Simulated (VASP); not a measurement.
# BN (R3m) in VASP: further runs

Aim: see how the results for BN move with the level of theory and the settings. Levels: PBE0, BLYP, r2SCAN-EpsX, PBE. Tasks: band structure, phonons, G0W0 quasiparticle levels.

Everything below comes from runs of VASP 6.6.1. Logs are shortened: lines on timing, memory, paths and dates and some standing lists are left out, and cuts for length are marked.

### Step 1. Starting point

It takes space group R3m (No. 160, trigonal). Conventional cell: a = 2.502 Å, b = 2.502 Å, c = 10.119 Å, α = 90.00°, β = 90.00°, γ = 120.00°. N (site symmetry 3m) is surrounded by 3 B at 1.44 Å. Around B (site symmetry 3m) lie 3 N at 1.44 Å.

The cell is a database's computed one.

### Step 2. Band structure, PBE0

File POSCAR:

```
BN
1.0
    1.2511217832      0.7223354983      3.3729344033
   -1.2511217832      0.7223354983      3.3729344033
    0.0000000000     -1.4446709966      3.3729344033
N B
1 1
Direct
    0.6672382000      0.6672382000      0.6672382000
    0.0003288000      0.0003288000      0.0003288000
```

File INCAR.step1:

```
PREC     = Accurate       # precision mode
ENCUT    = 520            # plane-wave cutoff, eV
EDIFF    = 1E-5           # SCF threshold, eV
ISMEAR   = -1             # smearing method
SIGMA    = 0.05           # smearing width, eV
LREAL    = F              # projectors in reciprocal space
LASPH    = T              # aspherical terms in the spheres
NELM     = 80             # most SCF steps
ALGO     = Normal         # electronic algorithm
ISIF     = 2              # what is computed and relaxed
LWAVE    = T              # write WAVECAR
LCHARG   = F              # write CHGCAR
NBANDS   = 11             # bands
GGA      = PE             # functional
```

File INCAR.step2:

```
PREC     = Accurate       # precision mode
ENCUT    = 520            # plane-wave cutoff, eV
EDIFF    = 1E-7           # SCF threshold, eV
ISMEAR   = -1             # smearing method
SIGMA    = 0.05           # smearing width, eV
LREAL    = F              # projectors in reciprocal space
LASPH    = T              # aspherical terms in the spheres
NELM     = 80             # most SCF steps
ALGO     = Normal         # electronic algorithm
ISIF     = 2              # what is computed and relaxed
LWAVE    = F              # write WAVECAR
LCHARG   = F              # write CHGCAR
GGA      = PE             # functional
LHFCALC  = T              # exact exchange
AEXX     = 0.25           # exact-exchange fraction
PRECFOCK = Normal       
HFRCUT   = -1           
NBANDS   = 11             # bands
ISTART   = 1
```

File KPOINTS:

```
Automatic mesh
0
Gamma
  6 6 6
```

File KPOINTS_OPT:

```
path GLB1,BZGX,QFP1Z,LP
8
line-mode
reciprocal
 0.0000000000  0.0000000000  0.0000000000  G
 0.5000000000  0.0000000000  0.0000000000  L

 0.5000000000  0.0000000000  0.0000000000  L
 0.5000000000  0.1972419765 -0.1972419765  B1

 0.8027580235  0.5000000000  0.1972419765  B
 0.5000000000  0.5000000000  0.5000000000  Z

 0.5000000000  0.5000000000  0.5000000000  Z
 0.0000000000  0.0000000000  0.0000000000  G

 0.0000000000  0.0000000000  0.0000000000  G
 0.3486209883  0.0000000000 -0.3486209883  X

 0.6513790117  0.3486209883  0.0000000000  Q
 0.5000000000  0.5000000000  0.0000000000  F

 0.5000000000  0.5000000000  0.0000000000  F
 0.6513790117  0.6513790117  0.1972419765  P1

 0.6513790117  0.6513790117  0.1972419765  P1
 0.5000000000  0.5000000000  0.5000000000  Z

 0.5000000000  0.0000000000  0.0000000000  L
 0.8027580235  0.3486209883  0.3486209883  P
```

Potentials or basis: VASP PAW PBE potentials, release 64 (N, B).

The run is started by

```console
$ cat potpaw_PBE.64/N/POTCAR potpaw_PBE.64/B/POTCAR > POTCAR
$ cp INCAR.step1 INCAR
$ mpirun -np 1 vasp_std > vasp.out
$ cp INCAR.step2 INCAR
$ mpirun -np 1 vasp_std > vasp.out
```

OUTCAR:

```text
PREC = Accurate
   ENCUT = 520
   EDIFF = 1E-7
   ISMEAR = -1
   LREAL = F
   LASPH = T
   NELM = 80
   ISIF = 2
   GGA = PE
   LHFCALC = T
   AEXX = 0.25
   PRECFOCK = Normal
   ISTART = 1

 ion  position               nearest neighbor table
   1  0.667  0.667  0.667-   2 1.44   2 1.44   2 1.44
   2  0.000  0.000  0.000-   1 1.44   1 1.44   1 1.44

  LATTYP: Found a trigonal (rhomboedric) cell.
 ALAT       =     3.6692997666
 COS(alpha) =     0.7674786797

  Lattice vectors:

 A1 = (   1.2511217832,   0.7223354983,   3.3729344033)
 A2 = (  -1.2511217832,   0.7223354983,   3.3729344033)
 A3 = (   0.0000000000,  -1.4446709966,   3.3729344033)

Analysis of symmetry for initial positions (statically):
=====================================================================
 Subroutine PRICEL returns:
 Original cell was already a primitive cell.

 Routine SETGRP: Setting up the symmetry group for a
 trigonal (rhombohedral) supercell.

 Subroutine GETGRP returns: Found  6 space group operations
 (whereof  6 operations were pure point group operations)
 out of a pool of 12 trial point group operations.

The static configuration has the point symmetry C_3v.

Analysis of symmetry for dynamics (positions and initial velocities):
=====================================================================
 Subroutine PRICEL returns:
 Original cell was already a primitive cell.

 Routine SETGRP: Setting up the symmetry group for a
 trigonal (rhombohedral) supercell.

 Subroutine GETGRP returns: Found  6 space group operations
 (whereof  6 operations were pure point group operations)
 out of a pool of 12 trial point group operations.

The dynamic configuration has the point symmetry C_3v.

 Subroutine INISYM returns: Found  6 space group operations
 (whereof  6 operations are pure point group operations),
 and found     1 'primitive' translations

----------------------------------------------------------------------------------------

                                     Primitive cell

  volume of cell :      18.2893

  direct lattice vectors                    reciprocal lattice vectors
     1.251121783  0.722335498  3.372934403     0.399641351  0.230733042  0.098825916
    -1.251121783  0.722335498  3.372934403    -0.399641351  0.230733042  0.098825916
     0.000000000 -1.444670997  3.372934403     0.000000000 -0.461466083  0.098825916

  length of vectors
[... 98 lines left out ...]
   EFERMI_NEDOS =   21; number of points for ismear=-14 and -15
   IALGO  =     38    algorithm
   IMIX   =      1    mixing-type and parameters
     AMIX     =   0.40;   BMIX     =  1.00
     AMIX_MAG =   1.60;   BMIX_MAG =  1.00
  volume/ion in A,a.u.               =       9.14        61.71
  Fermi-wavevector in a.u.,A,eV,Ry     =   1.242717  2.348395 21.012099  1.544346
  Thomas-Fermi vector in A             =   2.377059
   LORBIT       =      0    0 simple, 1 ext, 2 COOP (PROOUT), +10 PAW based schemes
   GGA     = PE    functional components
   LHFCALC =     T    Hartree Fock is set to
   PRECFOCK=normal    Normal, Fast or Accurate (Low or Medium for compatibility)
   ENCUT4O =  -1.0   cutoff for four orbital integrals eV
   NKREDX  =     1    reduce k-point grid by
   NKREDY  =     1    reduce k-point grid by
   NKREDZ  =     1    reduce k-point grid by
   AEXX    =    0.2500 exact exchange contribution
   HFSCREEN=    0.0000 screening length (either q_TF or 0.3 A-1)
   HFSCREENC=   0.0000 screening length for correlation (either q_TF or 0.3 A-1)
   ENCUTFOCK=  -1.0 apply spherical cutoff to Coloumb kernel
   IVDW    =     0    specifies the selected vdW correction
   LEPSILON=     F    determine dielectric tensor
   LRPA    =     F    only Hartree local field effects (RPA)
 non-spin polarized calculation
  energy-cutoff  :      520.00
  volume of cell :       18.29
 maximum number of plane-waves:       517
  NGX = 24; NGY = 24; NGZ = 24

 number of electron       8.0000000 magnetization

 Free energy of the ion-electron system (eV)
  ---------------------------------------------------
  ext. energy  EPLUGINS =         0.00000000
  ---------------------------------------------------
  free energy    TOTEN  =       -21.34177551 eV

  energy without entropy =      -21.34177551  energy(sigma->0) =      -21.34177551

 E-fermi :   2.0028     XC(G=0):  -7.8626

 val. band max:        0.9263802479   @ k =  -0.3333   0.3333   0.0000
 cond. band min:       7.2503239910   @ k =   0.5000   0.5000  -0.0000
 fundamental gap:      6.3239437430
 Fermi energy:         2.0028162183

 k-point     1 :       0.0000    0.0000    0.0000
  band No.  band energies     occupation
      1     -18.6858      2.00000
      2      -3.6758      2.00000
      3      -0.6131      2.00000
      4      -0.6131      2.00000
      5       7.9917      0.00000
      6      15.1548      0.00000
      7      15.1548      0.00000
      8      17.1157      0.00000
      9      18.3153      0.00000
     10      29.4565      0.00000
     11      31.5257      0.00000
[... 309 lines left out ...]
 k-point    24 :      -0.3333    0.5000    0.1667
  band No.  band energies     occupation
      1     -15.2323      2.00000
      2      -7.9418      2.00000
      3      -4.9784      2.00000
      4      -0.7231      2.00000
      5       8.4646      0.00000
      6      15.4547      0.00000
      7      17.1376      0.00000
      8      19.7652      0.00000
      9      23.0441      0.00000
     10      24.7030      0.00000
     11      26.2708      0.00000

 [... further k-points ...]

------------------------ aborting loop because EDIFF is reached ----------------------------------------

  FORCE on cell =-STRESS in cart. coord.  units (eV):
  Direction    XX          YY          ZZ          XY          YZ          ZX
  --------------------------------------------------------------------------------------
  -------------------------------------------------------------------------------------
  Total       -0.3116767     -0.3116767      0.1871798      0.0000000      0.0000000      0.0000000
  in kB      -27.3034338    -27.3034338     16.3972795      0.0000000      0.0000000      0.0000000
  external PRESSURE =     -12.7365293 kB  Pullay stress =       0.0000000 kB

 VOLUME and BASIS-vectors are now :
 -----------------------------------------------------------------------------
  energy-cutoff  :      520.00
  volume of cell :       18.29
      direct lattice vectors                 reciprocal lattice vectors
     1.251121783  0.722335498  3.372934403     0.399641351  0.230733042  0.098825916
    -1.251121783  0.722335498  3.372934403    -0.399641351  0.230733042  0.098825916
     0.000000000 -1.444670997  3.372934403     0.000000000 -0.461466083  0.098825916

 POSITION                                       TOTAL-FORCE (eV/Angst)
 -----------------------------------------------------------------------------------
      0.00000      0.00000      6.75165         0.000000      0.000000     -0.006829
      0.00000      0.00000      0.00333         0.000000     -0.000000      0.006829
 -----------------------------------------------------------------------------------
    total drift:                               -0.000000     -0.000000      0.000055

  FREE ENERGIE OF THE ION-ELECTRON SYSTEM (eV)
  ---------------------------------------------------
  free  energy   TOTEN  =       -21.3417755150 eV

  energy  without entropy=      -21.3417755149  energy(sigma->0) =      -21.34177551
```

Wall time 49 min (1 thread of AMD EPYC 9R45 (Zen 5), shared host); peak memory 0.14 GiB.

What came out:

```
Free energy             : -21.3418 eV
Pressure                : -1.3 GPa
Largest force           : 0.007 eV/Å
Band gap on the k mesh  : 6.32 eV, indirect (least direct gap 6.88 eV)
Band gap along the path : 6.27 eV, indirect (least direct gap 6.90 eV)
```

Forces in eV/Å, atoms in the order of the input:
```
N    0.000  0.000 -0.007
B    0.000  0.000  0.007
```

Levels at the corners of the path, in eV from the valence-band top:
```csv
point,band 2,band 3,band 4,band 5,band 6,band 7
Γ,-4.66,-1.60,-1.60,7.01,14.17,14.17
L,-9.94,-4.62,-0.72,7.41,12.23,15.27
L,-9.94,-4.62,-0.72,7.41,12.23,15.27
B1,-8.80,-7.71,-0.44,6.92,14.55,16.53
B,-8.80,-7.71,-0.44,6.92,14.55,16.53
Z,-6.79,-1.62,-1.62,12.51,14.09,14.09
Z,-6.79,-1.62,-1.62,12.51,14.09,14.09
Γ,-4.66,-1.60,-1.60,7.01,14.17,14.17
Γ,-4.66,-1.60,-1.60,7.01,14.17,14.17
X,-8.76,-7.92,-0.17,6.76,14.49,16.22
Q,-8.76,-7.92,-0.17,6.76,14.49,16.22
F,-9.81,-4.68,-1.35,6.27,12.21,16.59
F,-9.81,-4.68,-1.35,6.27,12.21,16.59
P1,-9.64,-4.62,-1.68,7.06,12.27,16.61
P1,-9.64,-4.62,-1.68,7.06,12.27,16.61
Z,-6.79,-1.62,-1.62,12.51,14.09,14.09
L,-9.94,-4.62,-0.72,7.41,12.23,15.27
P,-9.64,-4.62,-1.68,7.06,12.27,16.61
```

Caveat: the k mesh is coarse (spacing up to 0.49 Å⁻¹), so the values aren't converged, least of all with exact exchange; the PAW data sets were made with another functional, which shifts forces and pressure a little.

### Step 3. Phonons, BLYP

POSCAR is that of step 2.

File INCAR.step1:

```
SYSTEM = BN
PREC     = Accurate       ! precision mode
ENCUT    = 480            ! plane-wave cutoff, eV
EDIFF    = 1E-8           ! SCF threshold, eV
ISMEAR   = 0              ! smearing method
SIGMA    = 0.1            ! smearing width, eV
LREAL    = .FALSE.        ! projectors in reciprocal space
LASPH    = .TRUE.         ! aspherical terms in the spheres
NELM     = 100            ! most SCF steps
ALGO     = Normal         ! electronic algorithm
ISIF     = 3              ! what is computed and relaxed
LWAVE    = .FALSE.        ! write WAVECAR
LCHARG   = .FALSE.        ! write CHGCAR
GGA      = B5             ! functional
ALDAX    = 1.0          
AGGAX    = 1.0          
AGGAC    = 1.0          
ALDAC    = 0.0          
IBRION   = 2              ! ionic algorithm
NSW      = 40             ! ionic steps
EDIFFG   = -0.002         ! ionic threshold
```

File INCAR.step2:

```
SYSTEM = BN
PREC     = Accurate       ! precision mode
ENCUT    = 480            ! plane-wave cutoff, eV
EDIFF    = 1E-8           ! SCF threshold, eV
ISMEAR   = 0              ! smearing method
SIGMA    = 0.1            ! smearing width, eV
LREAL    = .FALSE.        ! projectors in reciprocal space
LASPH    = .TRUE.         ! aspherical terms in the spheres
NELM     = 100            ! most SCF steps
ALGO     = Normal         ! electronic algorithm
ISIF     = 2              ! what is computed and relaxed
LWAVE    = .FALSE.        ! write WAVECAR
LCHARG   = .FALSE.        ! write CHGCAR
GGA      = B5             ! functional
ALDAX    = 1.0          
AGGAX    = 1.0          
AGGAC    = 1.0          
ALDAC    = 0.0          
IBRION   = 6              ! ionic algorithm
NFREE    = 2            
POTIM    = 0.015          ! step
NSW      = 1              ! ionic steps
```

File KPOINTS:

```
Automatic mesh
0
G
  9 9 9
  0 0 0
```

Potentials or basis: VASP PAW PBE potentials, release 64 (N_s, B_s).

The run is started by

```console
$ cat potpaw_PBE.64/N_s/POTCAR potpaw_PBE.64/B_s/POTCAR > POTCAR
$ cp INCAR.step1 INCAR
$ mpirun -np 1 vasp_std > vasp.out
$ cp CONTCAR POSCAR
$ cp INCAR.step2 INCAR
$ mpirun -np 1 vasp_std > vasp.out
```

OUTCAR:

```text
SYSTEM = BN
   PREC = Accurate
   ENCUT = 480
   EDIFF = 1E-8
   ISMEAR = 0
   LREAL = .FALSE.
   LASPH = .TRUE.
   NELM = 100
   ISIF = 2
   GGA = B5
   IBRION = 6
   NFREE = 2
   POTIM = 0.015
   NSW = 1

 ion  position               nearest neighbor table
   1  0.667  0.667  0.667-   2 1.46   2 1.46   2 1.46
   2  0.000  0.000  0.000-   1 1.46   1 1.46   1 1.46

  LATTYP: Found a trigonal (rhomboedric) cell.
 ALAT       =     4.4258698962
 COS(alpha) =     0.8377815605

  Lattice vectors:

 A1 = (   1.2604736026,   0.7277347738,   4.1797048621)
 A2 = (  -1.2604736026,   0.7277347738,   4.1797048621)
 A3 = (   0.0000000000,  -1.4554695475,   4.1797048621)

[... 752 lines left out ...]
  --------------------------------------------------------------------------------------
  -------------------------------------------------------------------------------------
  Total       -0.0091491     -0.0091491      0.0277028     -0.0000000      0.0000000     -0.0000000
  in kB       -0.6372146     -0.6372146      1.9294351     -0.0000000      0.0000000     -0.0000000
  external PRESSURE =       0.2183353 kB  Pullay stress =       0.0000000 kB
[... 17 lines left out ...]
  FREE ENERGIE OF THE ION-ELECTRON SYSTEM (eV)
  ---------------------------------------------------
  free  energy   TOTEN  =       -16.8669772791 eV

  energy  without entropy=      -16.8669772791  energy(sigma->0) =      -16.86697728

 INTERNAL STRAIN TENSORS FROM DISPLACED ATOMS
 ============================================

 INTERNAL STRAIN TENSOR FOR ION    1 for displacements in x,y,z  (eV/Angst):
          X           Y           Z          XY          YZ          ZX
  --------------------------------------------------------------------------------
  x    -0.00000     0.00000    -0.00000   -11.13140     0.00000     0.01093
  y   -11.13140    11.13140     0.00000     0.00000     0.01093     0.00000
  z     0.01095     0.01095    -0.03913     0.00000     0.00000    -0.00000

 INTERNAL STRAIN TENSOR FOR ION    2 for displacements in x,y,z  (eV/Angst):
          X           Y           Z          XY          YZ          ZX
  --------------------------------------------------------------------------------
  x     0.00000     0.00000     0.00000    11.13036    -0.00000    -0.01118
  y    11.13036   -11.13036     0.00000     0.00000    -0.01118     0.00000
  z    -0.01093    -0.01093     0.04194    -0.00000     0.00000    -0.00000

 Eigenvectors and eigenvalues of the dynamical matrix
 ----------------------------------------------------

   1 f  =   39.938355 THz   250.940084 2PiTHz 1332.200118 cm-1   165.171689 meV
             X         Y         Z           dx          dy          dz
      0.000000  0.000000  8.365162    -0.660092    0.000001    0.000000
      0.000000  0.000000  0.005537     0.751185   -0.000001    0.000000
[... 21 lines left out ...]
   6 f/i=    0.001168 THz     0.007340 2PiTHz    0.038965 cm-1     0.004831 meV
             X         Y         Z           dx          dy          dz
      0.000000  0.000000  8.365162    -0.000000    0.000000   -0.751220
      0.000000  0.000000  0.005537    -0.000000    0.000000   -0.660051

 ELASTIC MODULI CONTR FROM IONIC RELAXATION (kBar)
 Direction    XX          YY          ZZ          XY          YZ          ZX
 --------------------------------------------------------------------------------
 XX        -216.7327    216.7315      0.0022      0.0000      0.2152     -0.0000
 YY         216.7315   -216.7327      0.0022     -0.0000     -0.2152      0.0000
 ZZ           0.0022      0.0022     -0.0081     -0.0000      0.0000      0.0000
 XY           0.0000     -0.0000     -0.0000   -216.7321     -0.0000      0.2152
 YZ           0.2152     -0.2152      0.0000     -0.0000     -0.0002      0.0000
 ZX          -0.0000      0.0000      0.0000      0.2152      0.0000     -0.0002
 --------------------------------------------------------------------------------
```

Wall time 7.8 min (1 thread of Intel Xeon Platinum 8559C (Emerald Rapids), shared host); peak memory 0.28 GiB.

Results:

| Quantity | Value |
| --- | --- |
| Relaxed volume | 11.50 Å³/atom |
| Relaxed cell | a = 4.426 Å, b = 4.426 Å, c = 4.426 Å, α = 33.09°, β = 33.09°, γ = 33.09° |
| Space group after relaxing (to 0.05 Å) | R3m (No. 160) |
| Highest phonon frequency at Γ, LO-TO splitting left out | 1332 cm⁻¹ |

The path:
```tsv
step	energy change (eV)	largest force (eV/Å)	pressure (GPa)	volume (Å³)
1	0.0000	0.0014	6.40	18.29
2	0.0129	0.0004	-8.02	19.27
3	-0.0078	0.0007	0.55	18.66
4	-0.0116	0.0040	0.47	18.84
5	-0.0209	0.0164	0.30	19.38
6	-0.0322	0.0356	0.16	20.46
7	-0.0400	0.0642	0.23	22.63
8	-0.0402	0.0679	0.25	22.96
9	-0.0313	0.3881	-3.12	23.47
10	-0.0404	0.0099	-0.17	23.02
11	-0.0404	0.0121	-0.15	23.01
12	-0.0394	0.0997	1.33	22.92
13	-0.0404	0.0002	0.01	23.00
```

Final structure:
```
CELL_PARAMETERS angstrom
1.26047 0.72773 4.17970
-1.26047 0.72773 4.17970
0.00000 -1.45547 4.17970
ATOMIC_POSITIONS crystal
N 0.66713 0.66713 0.66713
B 0.00044 0.00044 0.00044
```

Phonon frequencies in cm⁻¹ (negative: imaginary):
| q point | frequencies |
| --- | --- |
| (0.000, 0.000, 0.000) | 0 0 0 794 1332 1332 |

Caveat: the volume moved by over 15 % at a fixed basis, so the end points are rough; the PAW data sets were made with another functional, which shifts forces and pressure a little.

(Part 1 of 2 ends here.)
